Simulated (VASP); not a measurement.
# Na (I4/mmm) in VASP: further runs

One crystal, Na, is run at these levels: rSCAN+D4, HSE06+D3; tasks: band structure.

Everything below comes from runs of VASP 6.6.1. Logs are shortened: lines on timing, memory, paths and dates and some standing lists are left out, and cuts for length are marked.

**1. Starting point**

The structure is tetragonal, space group I4/mmm (No. 139). The conventional cell has a = 3.777 Å, b = 3.777 Å, c = 5.275 Å, α = 90.00°, β = 90.00°, γ = 90.00°. Around Na (site symmetry 4/mmm) lie 12 Na at 3.75 to 3.78 Å.

This isn't the form of Na at room conditions, which is bcc.

**2. Band structure, rSCAN+D4**

INCAR reads:

```
SYSTEM = Na
PREC = Accurate
ENCUT = 600
EDIFF = 1E-6
ISMEAR = 1
SIGMA = 0.1
LREAL = .FALSE.
LASPH = .TRUE.
NELM = 80
ALGO = Normal
ISIF = 2
LWAVE = .FALSE.
LCHARG = .FALSE.
METAGGA = RSCAN
LMIXTAU = .TRUE.
IVDW = 13
VDW_S6 = 1.0
VDW_S8 = 0.87728975
VDW_A1 = 0.49116966
VDW_A2 = 5.75859346
NBANDS = 10
```

KPOINTS reads:

```
Automatic mesh
0
G
  10 10 10
  0 0 0
```

POSCAR reads:

```
Na
1.0
   -1.8882910800      1.8882910800      2.6372766800
    1.8882910800     -1.8882910800      2.6372766800
    1.8882910800      1.8882910800     -2.6372766800
Na
1
Cartesian
    0.0000000000      0.0000000000      0.0000000000
```

KPOINTS_OPT reads:

```
path GXYSGZS1NPY1Z,XP
15
line-mode
reciprocal
 0.0000000000  0.0000000000  0.0000000000  G
 0.0000000000  0.0000000000  0.5000000000  X

 0.0000000000  0.0000000000  0.5000000000  X
-0.2563282653  0.2563282653  0.5000000000  Y

-0.2563282653  0.2563282653  0.5000000000  Y
-0.3781641326  0.3781641326  0.3781641326  S

-0.3781641326  0.3781641326  0.3781641326  S
 0.0000000000  0.0000000000  0.0000000000  G

 0.0000000000  0.0000000000  0.0000000000  G
 0.5000000000  0.5000000000 -0.5000000000  Z

 0.5000000000  0.5000000000 -0.5000000000  Z
 0.3781641326  0.6218358674 -0.3781641326  S1

 0.3781641326  0.6218358674 -0.3781641326  S1
 0.0000000000  0.5000000000  0.0000000000  N

 0.0000000000  0.5000000000  0.0000000000  N
 0.2500000000  0.2500000000  0.2500000000  P

 0.2500000000  0.2500000000  0.2500000000  P
 0.5000000000  0.5000000000 -0.2563282653  Y1

 0.5000000000  0.5000000000 -0.2563282653  Y1
 0.5000000000  0.5000000000 -0.5000000000  Z

 0.0000000000  0.0000000000  0.5000000000  X
 0.2500000000  0.2500000000  0.2500000000  P
```

Potentials or basis: VASP PAW PBE potentials, release 64 (Na_sv_GW).

Started as:

```
$ cat potpaw_PBE.64/Na_sv_GW/POTCAR > POTCAR
$ mpirun -np 1 vasp_std > vasp.out
```

OUTCAR:

```text
SYSTEM = Na
   PREC = Accurate
   ENCUT = 600
   EDIFF = 1E-6
   ISMEAR = 1
   LREAL = .FALSE.
   LASPH = .TRUE.
   NELM = 80
   ISIF = 2
   METAGGA = RSCAN
   IVDW = 13

 ion  position               nearest neighbor table
   1  0.000  0.000  0.000-

  LATTYP: Found a body centered tetragonal cell.
 ALAT       =     3.7765821600
 C/A-ratio  =     1.3966473220

  Lattice vectors:

 A1 = (  -1.8882910800,   1.8882910800,   2.6372766800)
 A2 = (   1.8882910800,  -1.8882910800,   2.6372766800)
 A3 = (   1.8882910800,   1.8882910800,  -2.6372766800)

Analysis of symmetry for initial positions (statically):
=====================================================================
 Subroutine PRICEL returns:
 Original cell was already a primitive cell.

 Routine SETGRP: Setting up the symmetry group for a
 body centered tetragonal supercell.

 Subroutine GETGRP returns: Found 16 space group operations
 (whereof 16 operations were pure point group operations)
 out of a pool of 16 trial point group operations.

The static configuration has the point symmetry D_4h.

Analysis of symmetry for dynamics (positions and initial velocities):
=====================================================================
 Subroutine PRICEL returns:
 Original cell was already a primitive cell.

 Routine SETGRP: Setting up the symmetry group for a
 body centered tetragonal supercell.

 Subroutine GETGRP returns: Found 16 space group operations
 (whereof 16 operations were pure point group operations)
 out of a pool of 16 trial point group operations.

The dynamic configuration has the point symmetry D_4h.

 Subroutine INISYM returns: Found 16 space group operations
 (whereof 16 operations are pure point group operations),
 and found     1 'primitive' translations

----------------------------------------------------------------------------------------

                                     Primitive cell

  volume of cell :      37.6144

  direct lattice vectors                    reciprocal lattice vectors
    -1.888291080  1.888291080  2.637276680     0.000000000  0.264789685  0.189589512
     1.888291080 -1.888291080  2.637276680     0.264789685  0.000000000  0.189589512
     1.888291080  1.888291080 -2.637276680     0.264789685  0.264789685  0.000000000

  length of vectors
     3.753200593  3.753200593  3.753200593     0.325665105  0.325665105  0.374469164

  position of ions in fractional coordinates (direct lattice)
     0.000000000  0.000000000  0.000000000

  ion indices of the primitive-cell ions
   primitive index   ion index
                 1           1

----------------------------------------------------------------------------------------

 KPOINTS: Automatic mesh

Automatic generation of k-mesh.
 Grid dimensions read from file:
 generate k-points for:   10   10   10

 Generating k-lattice:

  Cartesian coordinates                     Fractional coordinates (reciprocal lattice)
     0.000000000  0.026478968  0.018958951     0.100000000  0.000000000 -0.000000000
     0.026478968  0.000000000  0.018958951     0.000000000  0.100000000 -0.000000000
     0.026478968  0.026478968  0.000000000     0.000000000  0.000000000  0.100000000

  Length of vectors
     0.032566510  0.032566510  0.037446916

  Shift w.r.t. Gamma in fractional coordinates (k-lattice)
     0.000000000  0.000000000  0.000000000

 Subroutine IBZKPT returns following result:
 ===========================================

 Found    102 irreducible k-points:

 Following reciprocal coordinates:
            Coordinates               Weight
  0.000000  0.000000  0.000000      1.000000
  0.100000 -0.000000  0.000000      8.000000
  0.200000 -0.000000  0.000000      8.000000
  0.300000 -0.000000  0.000000      8.000000
  0.400000 -0.000000  0.000000      8.000000
  0.500000 -0.000000  0.000000      4.000000
[... 16 lines left out ...]
  0.300000  0.300000  0.000000      8.000000
  0.400000  0.300000  0.000000     16.000000
 [... further k-points ...]
   k-points           NKPTS =    102   k-points in BZ     NKDIM =    102   number of bands    NBANDS=     10
   number of dos      NEDOS =    301   number of ions     NIONS =      1
   total plane-waves  NPLWV =  27000
   dimension x,y,z NGX =    30 NGY =   30 NGZ =   30
   dimension x,y,z NGXF=    60 NGYF=   60 NGZF=   60
   ions per type =               1
   NGX,Y,Z   is equivalent  to a cutoff of  13.29, 13.29, 13.29 a.u.
   NGXF,Y,Z  is equivalent  to a cutoff of  26.58, 26.58, 26.58 a.u.
 SYSTEM =  Na
   PREC   = accura    normal or accurate (medium, high low for compatibility)
   ISTART =      0    job   : 0-new  1-cont  2-samecut
   ICHARG =      2    charge: 1-file 2-atom 10-const
   ISPIN  =      1    spin polarized calculation?
   LNONCOLLINEAR =      F non collinear calculations
   LSORBIT =      F    spin-orbit coupling
   LASPH  =      T    aspherical Exc in radial PAW
   ENCUT  =  600.0 eV  44.10 Ry    6.64 a.u.   7.50  7.50  7.50*2*pi/ulx,y,z
   NELM   =     80;   NELMIN=  2; NELMDL= -5     # of ELM steps
   EDIFF  = 0.1E-05   stopping-criterion for ELM
   LREAL  =      F    real-space projection
   EDIFFG = 0.1E-04   stopping-criterion for IOM
   NSW    =      0    number of steps for IOM
   IBRION =     -1    ionic relax: 0-MD 1-quasi-New 2-CG
   NFREE  =      0    steps in history (QN), initial steepest desc. (CG)
   ISIF   =      2    stress and relaxation
   ISYM   =      2    0-nonsym 1-usesym 2-fastsym
   POTIM  = 0.5000    time-step for ionic-motion
   TEBEG  =    0.0;   TEEND  =   0.0 temperature during run
   PSTRESS=    0.0 pullay stress
   NELECT =       9.0000    total number of electrons
   NUPDOWN=      -1.0000    fix difference up-down
   EMIN   =  10.00;   EMAX   =-10.00  energy-range for DOS
   EFERMI =   0.00;   METHOD = LEGACY
   ISMEAR =     1;   SIGMA  =   0.10  broadening in eV -4-tet -1-fermi 0-gaus
   EFERMI_NEDOS =   21; number of points for ismear=-14 and -15
   IALGO  =     38    algorithm
   IMIX   =      4    mixing-type and parameters
     AMIX     =   0.40;   BMIX     =  1.00
     AMIX_MAG =   1.60;   BMIX_MAG =  1.00
  volume/ion in A,a.u.               =      37.61       253.83
  Fermi-wavevector in a.u.,A,eV,Ry     =   1.016337  1.920599 14.054019  1.032941
  Thomas-Fermi vector in A             =   2.149675
   LORBIT       =      0    0 simple, 1 ext, 2 COOP (PROOUT), +10 PAW based schemes
   METAGGA = RSCAN    functional components
   LHFCALC =     F    Hartree Fock is set to
   AEXX    =    0.0000 exact exchange contribution
   IVDW    =    13    specifies the selected vdW correction
   LEPSILON=     F    determine dielectric tensor
   LRPA    =     F    only Hartree local field effects (RPA)
 non-spin polarized calculation
 Methfessel and Paxton  Order N= 1 SIGMA  =   0.10
  energy-cutoff  :      600.00
  volume of cell :       37.61
 maximum number of plane-waves:      1277
 NGX is ok and might be reduce to    30
   NGX = 15   NGY = 15   NGZ = 15

 number of electron       9.0000006 magnetization

 Free energy of the ion-electron system (eV)
  ---------------------------------------------------
  ext. energy  EPLUGINS =         0.00000000
  ---------------------------------------------------
  free energy    TOTEN  =        -7.00209996 eV

  energy without entropy =       -7.00078521  energy(sigma->0) =       -7.00166171

 E-fermi :   0.0833     XC(G=0):  -6.9553

 val. band max:        0.0815680146   @ k =   0.4000   0.1000   0.0000
 cond. band min:       0.1188567677   @ k =  -0.3000  -0.4000   0.2000
 fundamental gap:      0.0372887531
 Fermi energy:         0.0833474149

 k-point     1 :       0.0000    0.0000    0.0000
  band No.  band energies     occupation
      1     -55.3265      2.00000
      2     -25.7902      2.00000
      3     -25.7898      2.00000
      4     -25.7897      2.00000
      5      -3.2999      2.00000
      6      11.9017      0.00000
      7      11.9019      0.00000
      8      11.9454      0.00000
      9      13.0010      0.00000
     10      13.7175      0.00000

 k-point     2 :       0.1000   -0.0000    0.0000
  band No.  band energies     occupation
      1     -55.3264      2.00000
      2     -25.7933      2.00000
      3     -25.7905      2.00000
      4     -25.7903      2.00000
      5      -3.1233      2.00000
      6       9.7983      0.00000
      7      11.5949      0.00000
      8      11.6473      0.00000
      9      13.0200      0.00000
     10      14.2569      0.00000

 k-point     3 :       0.2000   -0.0000    0.0000
  band No.  band energies     occupation
      1     -55.3261      2.00000
      2     -25.8015      2.00000
      3     -25.7917      2.00000
      4     -25.7916      2.00000
      5      -2.5968      2.00000
      6       7.2489      0.00000
      7      11.1555      0.00000
      8      11.2441      0.00000
      9      12.4604      0.00000
     10      14.1692      0.00000

 k-point     4 :       0.3000   -0.0000    0.0000
  band No.  band energies     occupation
      1     -55.3256      2.00000
      2     -25.8116      2.00000
      3     -25.7931      2.00000
      4     -25.7930      2.00000
      5      -1.7297      2.00000
      6       4.8981      0.00000
      7      10.8821      0.00000
      8      11.0065      0.00000
      9      12.1041      0.00000
     10      13.1142      0.00000
[... 222 lines left out ...]
 k-point    22 :      -0.2000    0.2000    0.0000
  band No.  band energies     occupation
      1     -55.3260      2.00000
      2     -25.8010      2.00000
      3     -25.7946      2.00000
      4     -25.7939      2.00000
      5      -2.3721      2.00000
      6       8.8405      0.00000
      7       9.5506      0.00000
      8       9.5640      0.00000
      9      10.0617      0.00000
     10      12.3001      0.00000

 k-point    23 :       0.3000    0.3000    0.0000
  band No.  band energies     occupation
      1     -55.3246      2.00000
      2     -25.8138      2.00000
      3     -25.8086      2.00000
      4     -25.7965      2.00000
      5       0.8074     -0.00000
      6       3.6880      0.00000
      7       4.5518      0.00000
      8       9.3851      0.00000
      9      10.1560      0.00000
     10      15.9003      0.00000

 k-point    24 :       0.4000    0.3000    0.0000
  band No.  band energies     occupation
      1     -55.3245      2.00000
      2     -25.8153      2.00000
      3     -25.8084      2.00000
      4     -25.7984      2.00000
      5       2.0349     -0.00000
      6       2.4918      0.00000
      7       4.5693      0.00000
      8       8.7613      0.00000
      9       9.3986      0.00000
     10      15.5568      0.00000

 [... further k-points ...]

------------------------ aborting loop because EDIFF is reached ----------------------------------------

  DFT-D4 for vdW energy calculation

  Edisp (eV):   -0.00564

  FORCE on cell =-STRESS in cart. coord.  units (eV):
  Direction    XX          YY          ZZ          XY          YZ          ZX
  --------------------------------------------------------------------------------------
  -------------------------------------------------------------------------------------
  Total      -0.08804    -0.08804    -0.14441     0.00000     0.00000     0.00000
  in kB      -3.74991    -3.74991    -6.15111     0.00000     0.00000     0.00000
  external pressure =       -4.55 kB  Pullay stress =        0.00 kB

 VOLUME and BASIS-vectors are now :
 -----------------------------------------------------------------------------
  energy-cutoff  :      600.00
  volume of cell :       37.61
      direct lattice vectors                 reciprocal lattice vectors
    -1.888291080  1.888291080  2.637276680     0.000000000  0.264789685  0.189589512
     1.888291080 -1.888291080  2.637276680     0.264789685  0.000000000  0.189589512
     1.888291080  1.888291080 -2.637276680     0.264789685  0.264789685  0.000000000

 POSITION                                       TOTAL-FORCE (eV/Angst)
 -----------------------------------------------------------------------------------
      0.00000      0.00000      0.00000        -0.000000     -0.000000     -0.000000
 -----------------------------------------------------------------------------------
    total drift:                               -0.000000     -0.000000      0.000000

  FREE ENERGIE OF THE ION-ELECTRON SYSTEM (eV)
  ---------------------------------------------------
  free  energy   TOTEN  =        -7.0077446462 eV

  energy  without entropy=       -7.0064298988  energy(sigma->0) =       -7.00730640
```

It took 4.8 min on 1 thread of Intel Xeon Platinum 8375C at 2.90GHz (Ice Lake), shared host; peak memory 0.23 GiB.

Results:

```yaml
Free_energy: -7.0077 eV
Pressure: -0.5 GPa
Band_gap_along_the_path: none (metal or under the smearing width)
Dispersion_energy_per_atom: -0.006 eV
```

Stress tensor (GPa, compression positive):
```
-0.37  0.00  0.00
 0.00 -0.37  0.00
 0.00  0.00 -0.62
```

Levels at the corners of the path, in eV from the Fermi level:
| point | band 2 | band 3 | band 4 | band 5 | band 6 | band 7 |
| --- | --- | --- | --- | --- | --- | --- |
| Γ | -25.87 | -25.87 | -25.87 | -3.38 | 11.82 | 11.82 |
| X | -25.90 | -25.89 | -25.88 | 1.95 | 2.49 | 6.76 |
| X | -25.90 | -25.89 | -25.88 | 1.95 | 2.49 | 6.76 |
| Y | -25.90 | -25.89 | -25.89 | 3.29 | 3.30 | 3.39 |
| Y | -25.90 | -25.89 | -25.89 | 3.29 | 3.30 | 3.39 |
| S | -25.90 | -25.89 | -25.88 | 2.69 | 2.73 | 3.66 |
| S | -25.90 | -25.89 | -25.88 | 2.69 | 2.73 | 3.66 |
| Γ | -25.87 | -25.87 | -25.87 | -3.38 | 11.82 | 11.82 |
| Γ | -25.87 | -25.87 | -25.87 | -3.38 | 11.82 | 11.82 |
| Z | -25.90 | -25.89 | -25.89 | 2.09 | 2.62 | 6.64 |
| Z | -25.90 | -25.89 | -25.89 | 2.09 | 2.62 | 6.64 |
| S1 | -25.90 | -25.89 | -25.88 | 2.69 | 2.73 | 3.66 |
| S1 | -25.90 | -25.89 | -25.88 | 2.69 | 2.73 | 3.66 |
| N | -25.91 | -25.88 | -25.88 | 0.70 | 1.10 | 10.72 |
| N | -25.91 | -25.88 | -25.88 | 0.70 | 1.10 | 10.72 |
| P | -25.89 | -25.89 | -25.89 | 3.26 | 3.26 | 3.36 |
| P | -25.89 | -25.89 | -25.89 | 3.26 | 3.26 | 3.36 |
| Y1 | -25.90 | -25.89 | -25.89 | 3.29 | 3.30 | 3.39 |
| Y1 | -25.90 | -25.89 | -25.89 | 3.29 | 3.30 | 3.39 |
| Z | -25.90 | -25.89 | -25.89 | 2.09 | 2.62 | 6.64 |
| X | -25.90 | -25.89 | -25.88 | 1.95 | 2.49 | 6.76 |
| P | -25.89 | -25.89 | -25.89 | 3.26 | 3.26 | 3.36 |

Caveat: the PAW data sets were made with another functional, which shifts forces and pressure a little; pairwise dispersion overbinds metals, which lowers pressure and volume.

**3. Band structure, HSE06+D3 (cell strained at random at fixed volume)**

POSCAR reads:

```
Na
1.0
   -1.9082560000      1.9483660000      2.6226900000
    1.8556030000     -1.9253450000      2.5685080000
    1.8968950000      1.9139850000     -2.6062080000
Na
1
Direct
   -0.0019830000     -0.0049790000     -0.0170240000
```

INCAR.step1 reads:

```
PREC     = Accurate       # precision mode
ENCUT    = 520            # plane-wave cutoff, eV
EDIFF    = 1E-5           # SCF threshold, eV
ISMEAR   = 1              # smearing method
SIGMA    = 0.1            # smearing width, eV
LREAL    = False          # projectors in reciprocal space
LASPH    = True           # aspherical terms in the spheres
NELM     = 80             # most SCF steps
ALGO     = Normal         # electronic algorithm
ISIF     = 2              # what is computed and relaxed
LWAVE    = True           # write WAVECAR
LCHARG   = False          # write CHGCAR
NBANDS   = 10             # bands
GGA      = PE             # functional
```

INCAR.step2 reads:

```
PREC     = Accurate       # precision mode
ENCUT    = 520            # plane-wave cutoff, eV
EDIFF    = 1E-6           # SCF threshold, eV
ISMEAR   = 1              # smearing method
SIGMA    = 0.1            # smearing width, eV
LREAL    = False          # projectors in reciprocal space
LASPH    = True           # aspherical terms in the spheres
NELM     = 80             # most SCF steps
ALGO     = Normal         # electronic algorithm
ISIF     = 2              # what is computed and relaxed
LWAVE    = False          # write WAVECAR
LCHARG   = False          # write CHGCAR
GGA      = PE             # functional
LHFCALC  = True           # exact exchange
HFSCREEN = 0.2            # screening, 1/A
PRECFOCK = Fast         
IVDW     = 11             # dispersion correction
VDW_S6   = 1.0          
VDW_S8   = 0.109        
VDW_SR   = 1.129        
VDW_SR8  = 1.0          
NBANDS   = 10             # bands
ISTART   = 1
```

KPOINTS reads:

```
Automatic mesh
0
Gamma
  5 5 5
```

KPOINTS_OPT reads:

```
path XGY,LGZ,NGM,RG
8
line-mode
reciprocal
 0.5000000000  0.0000000000 -0.5000000000  X
 0.0000000000  0.0000000000  0.0000000000  G

 0.0000000000  0.0000000000  0.0000000000  G
-0.5000000000  0.0000000000  0.0000000000  Y

 0.0000000000  0.0000000000 -0.5000000000  L
 0.0000000000  0.0000000000  0.0000000000  G

 0.0000000000  0.0000000000  0.0000000000  G
 0.0000000000  0.5000000000  0.0000000000  Z

 0.5000000000  0.5000000000 -0.5000000000  N
 0.0000000000  0.0000000000  0.0000000000  G

 0.0000000000  0.0000000000  0.0000000000  G
-0.5000000000  0.5000000000  0.0000000000  M

 0.0000000000  0.5000000000 -0.5000000000  R
 0.0000000000  0.0000000000  0.0000000000  G
```

Potentials or basis: VASP PAW PBE potentials, release 64 (Na_pv).

Started as:

```
$ cat potpaw_PBE.64/Na_pv/POTCAR > POTCAR
$ cp INCAR.step1 INCAR
$ mpirun -np 1 vasp_std > vasp.out
$ cp INCAR.step2 INCAR
$ mpirun -np 1 vasp_std > vasp.out
```

Run time: 4.3 min. Hardware: 1 thread of Intel Xeon Platinum 8375C at 2.90GHz (Ice Lake), shared host; peak memory 0.32 GiB.

Results (log left out):

```yaml
Free_energy: -1.5312 eV
Pressure: -0.3 GPa
Band_gap_along_the_path: none (metal or under the smearing width)
Dispersion_energy_per_atom: -0.070 eV
```

Stress tensor (GPa, compression positive):
```
 0.10 -0.08  0.22
-0.08 -0.51 -0.10
 0.22 -0.10 -0.63
```

Levels at the corners of the path, in eV from the Fermi level:
```
point  band 1  band 2  band 3  band 4  band 5  band 6  band 7  band 8  band 9
    X  -28.11  -28.08  -28.08    0.48    0.97   10.05   10.86   11.12   11.18
    Γ  -28.08  -28.08  -28.08   -3.99   11.13   11.43   11.84   12.34   12.76
    Γ  -28.08  -28.08  -28.08   -3.99   11.13   11.43   11.84   12.34   12.76
    Y  -28.11  -28.08  -28.08    0.38    0.84   10.47   10.80   11.46   11.66
    L  -28.11  -28.09  -28.09    1.72    2.32    6.64    7.34    7.79    9.56
    Γ  -28.08  -28.08  -28.08   -3.99   11.13   11.43   11.84   12.34   12.76
    Γ  -28.08  -28.08  -28.08   -3.99   11.13   11.43   11.84   12.34   12.76
    Z  -28.11  -28.08  -28.08    0.62    1.15    9.93   10.55   10.86   11.12
    N  -28.11  -28.09  -28.09    2.12    2.69    6.32    6.87    7.50    9.27
    Γ  -28.08  -28.08  -28.08   -3.99   11.13   11.43   11.84   12.34   12.76
    Γ  -28.08  -28.08  -28.08   -3.99   11.13   11.43   11.84   12.34   12.76
    M  -28.11  -28.09  -28.09    1.64    2.25    6.71    7.53    7.72    9.60
    R  -28.11  -28.08  -28.08    0.44    0.92   10.36   10.72   11.27   11.71
    Γ  -28.08  -28.08  -28.08   -3.99   11.13   11.43   11.84   12.34   12.76
```

Caveat: the k mesh is coarse (spacing up to 0.47 Å⁻¹), so the values aren't converged, least of all with exact exchange; the PAW data sets were made with another functional, which shifts forces and pressure a little; pairwise dispersion overbinds metals, which lowers pressure and volume.
